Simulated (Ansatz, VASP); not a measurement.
Be in VASP and in Ansatz

The input INCAR:

```
SYSTEM = Be
ALGO = Normal
EDIFF = 1E-7
ENCUT = 520
ISIF = 2
ISMEAR = -1
LASPH = .TRUE.
LCHARG = .TRUE.
LELF = .TRUE.
LREAL = .FALSE.
LVHAR = .TRUE.
LWAVE = .FALSE.
NBANDS = 7
NELM = 100
PREC = Accurate
SIGMA = 0.1
```

File KPOINTS:

```
k-points
0
G
  20 20 20
  0 0 0
```

Contents of POSCAR:

```
Be
1.0
   -1.2632171065      1.2632171065      1.2632171065
    1.2632171065     -1.2632171065      1.2632171065
    1.2632171065      1.2632171065     -1.2632171065
Be
1
Direct
    0.0000000000      0.0000000000      0.0000000000
```

Input for Ansatz:

```yaml
crystal:
  lattice:
    - [-1.2632171065, 1.2632171065, 1.2632171065]
    - [1.2632171065, -1.2632171065, 1.2632171065]
    - [1.2632171065, 1.2632171065, -1.2632171065]
  atoms:
    - { symbol: Be, position: [0.0, 0.0, 0.0] }
hamiltonian:
  xc: lda
  pseudopotentials:
    kind: paw
    azcp:
      Be: "pseudopotentials/Be.paw.azcp"
basis:
  ecutwfc: 420
  fft_grid_basis: typed
kpoints:
  mp_grid: { grid: [20, 20, 20], shift: [0, 0, 0] }
magnetization:
  spin_polarized: false
scf:
  occupations: { method: fermi_dirac, width: 0.1 }
  lower_state_search: "off"
output:
  stress: true
```

Alike in both runs: task single point; functional LDA; k mesh 20 × 20 × 20; occupations fermi-dirac, width 0.1 eV; no spin polarisation.

|  | VASP | Ansatz |
| --- | --- | --- |
| version | VASP 6.6.1 | Ansatz 0.2.0 |
| potentials or method | VASP PAW LDA potentials, release 64 (Be) | plane waves (420 eV) with PAW, scalar-relativistic |
| plane-wave cutoff (eV) | 520 | 420 |
| valence electrons in the cell | 2 | 2 |

```csv
,VASP,Ansatz,Ansatz less VASP
pressure (GPa),-8.7,-9.1,-0.37
```

Ansatz warned: «pseudo_functional_mismatch».
